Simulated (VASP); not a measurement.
Crystal: CoO.

```
Co O
1.0
    -1.50800    1.50800    2.10725
     1.50800   -1.50800    2.10725
     1.50800    1.50800   -2.10725
Co O
1 1
Direct
  0.00000 0.00000 0.00000
  0.50000 0.50000 0.00000
```

- Program: VASP 6.6.1
- Task: relaxation of cell and atoms
- Functional: LDA
- Potentials or basis: VASP PAW LDA potentials, release 64 (Co, O)
- Cutoff: 600 eV
- k mesh: 10 × 10 × 10
- Occupations: fermi-dirac, width 0.05 eV
- Spin: collinear spin, ferromagnetic start
- Starting moments: [2.0, 0.0] μB

At the start: pressure -19.6 GPa; volume 9.58 Å³/atom.

Where does the relaxation end?

Over 10 steps the energy falls by 88.6 meV/atom and the volume is 8.42 Å³/atom (-12.1 %); space group Fm-3m (No. 225, to 0.05 Å); moment 2.09 μB per cell.

The path:
| step | energy change (eV) | largest force (eV/Å) | pressure (GPa) | volume (Å³) |
| --- | --- | --- | --- | --- |
| 1 | 0.0000 | 0.0000 | -19.57 | 19.17 |
| 2 | -0.1630 | 0.0000 | 4.61 | 16.10 |
| 3 | -0.1728 | 0.0000 | 3.87 | 16.56 |
| 4 | -0.1760 | 0.0000 | -1.26 | 16.93 |
| 5 | -0.1763 | 0.0000 | 0.02 | 16.84 |
| 6 | -0.1763 | 0.0000 | -0.48 | 16.88 |
| 7 | -0.1768 | 0.0000 | -0.48 | 16.88 |
| 8 | -0.1772 | 0.0000 | -0.31 | 16.86 |
| 9 | -0.1771 | 0.0000 | 0.42 | 16.81 |
| 10 | -0.1772 | 0.0000 | 0.03 | 16.84 |

Final structure:
```
Co O
1.0
    -1.43831    1.43831    2.03536
     1.43831   -1.43831    2.03536
     1.43831    1.43831   -2.03536
Co O
1 1
Cartesian
  0.0000 0.0000 0.0000
  0.0000 0.0000 2.0354
```

Caveat: the volume moved by -12 % from the deposited cell, more than functionals usually miss; a cell with one magnetic atom can't hold antiferromagnetic order, which such compounds often take.
